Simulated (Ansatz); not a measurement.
Where the states of Mg$_{3}$Sb$_{2}$ lie

```xyz
5
Lattice="4.5820 0.0000 0.0000 -2.2910 3.9681 0.0000 0.0000 0.0000 7.2440" Properties=species:S:1:pos:R:3 pbc="T T T"
Mg    0.0000    2.6454    4.5637
Mg    2.2910    1.3227    2.6803
Mg    0.0000    0.0000    0.0000
Sb    0.0000    2.6454    1.7023
Sb    2.2910    1.3227    5.5417
```

The cell is COD entry 1539537, as deposited and not checked against the literature; nothing was relaxed. It differs from other determinations.

Spin–orbit coupling is left out, though it moves levels of the heavy atoms by tenths of an eV or more.

Computed with Ansatz 0.2.0, DFT, PBE, all-electron LAPW, scalar-relativistic.

The runs use a Γ-centred 7×7×4 k mesh, Fermi–Dirac smearing of 0.08 eV, basis error target 1 meV/atom, no spin polarisation.

States per eV and cell, averaged over 0.6 eV, from -4.7 to 3.5 eV, with energies (bin centres) from the valence-band top; empty bins are left out. The partial columns, the largest 3 alone, are projections on Löwdin-orthogonalised atomic shells (those that the program's projection atoms carry: the occupied ones and, for some elements, an empty d or f shell; other empty shells have no column), summed over atoms of an element. Weights on diffuse s and p shells depend on that basis and aren't pure angular character.

| E (eV) | total | Sb 5p | Mg 3s | Sb 5s |
| --- | --- | --- | --- | --- |
| -4.5 | 2.23 | 1.48 | 0.66 | 0.06 |
| -3.9 | 2.94 | 2.02 | 0.69 | 0.17 |
| -3.3 | 1.94 | 1.38 | 0.37 | 0.13 |
| -2.7 | 2.59 | 2.06 | 0.32 | 0.09 |
| -2.1 | 2.96 | 2.51 | 0.21 | 0.06 |
| -1.5 | 3.94 | 3.44 | 0.19 | 0.05 |
| -0.9 | 2.88 | 2.64 | 0.06 | 0.01 |
| -0.3 | 0.52 | 0.50 | 0.00 | 0.00 |
| 0.3 | 0.11 | 0.02 | 0.07 | 0.00 |
| 0.9 | 1.47 | 0.26 | 0.84 | 0.04 |
| 1.5 | 2.05 | 0.29 | 0.91 | 0.08 |
| 2.1 | 2.37 | 0.24 | 0.54 | 0.10 |
| 2.7 | 3.47 | 0.41 | 0.82 | 0.08 |
| 3.3 | 3.76 | 0.36 | 0.51 | 0.07 |

Task: Which of the resolved shells contributes most in the top eV of the valence band?

Result: Sb 5p, with 94 % of all states there; Mg 3s follows with 1 %.
